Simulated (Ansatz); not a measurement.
An input for Ansatz 0.2.0 (La):

File input.yaml:

```yaml
crystal:
  lattice:
    - [-2.123831071, 2.123831071, 2.123831071]
    - [2.123831071, -2.123831071, 2.123831071]
    - [2.123831071, 2.123831071, -2.123831071]
  atoms:
    - { symbol: La, position_ang: [0.0, 0.0, 0.0] }
kpoints:
  mp_grid: { grid: [10, 10, 10] }
scf:
  occupations: { method: fermi_dirac, width: 0.01 }
hamiltonian:
  xc: r2scan
  dispersion: vv10
  pseudopotentials: { kind: all_electron, datasets: crystal }
output: {}
phonons:
  method: fd
  supercell: [2, 2, 2]
  qpath:
    path:
      - [0.0, 0.0, 0.0]
      - [0.5, -0.5, 0.5]
      - [0.0, 0.0, 0.5]
      - [0.0, 0.0, 0.0]
      - [0.25, 0.25, 0.25]
      - [0.5, -0.5, 0.5]
    npoints: 8
```

Potentials or basis: all-electron PAW datasets made for the crystal.

Launch:

```sh
$ ansatz run input.yaml --threads 2 --pin off --max-ram 6144MiB --backend cpu --events-out ev --progress --plain --runs-dir out
```

Task: Does this run start?

Result: The run stopped without a result. It printed:

Output:

```text
Error: YAML parse error: error: line 14 column 15: hamiltonian.dispersion: `vv10` is not `none`, `rvv10`, `d3bj`, `d3bjatm`, `d4` or a map `{method: …, s8: …, a1: …, a2_bohr: …}` (numbers without units, a2 in bohr) or `{method: …, functional: …}`
  --> <input>:14:15
   |
12 | hamiltonian:
13 |   xc: r2scan
14 |   dispersion: vv10
   |               ^ hamiltonian.dispersion: `vv10` is not `none`, `rvv10`, `d3bj`, `d3bjatm`, `d4` or a map `{method: …, s8: …, a1: …, a2_bohr: …}` (numbers without units, a2 in bohr) or `{method: …, functional: …}`
15 |   pseudopotentials: { kind: all_electron, datasets: crystal }
16 | output: {}
   |
```
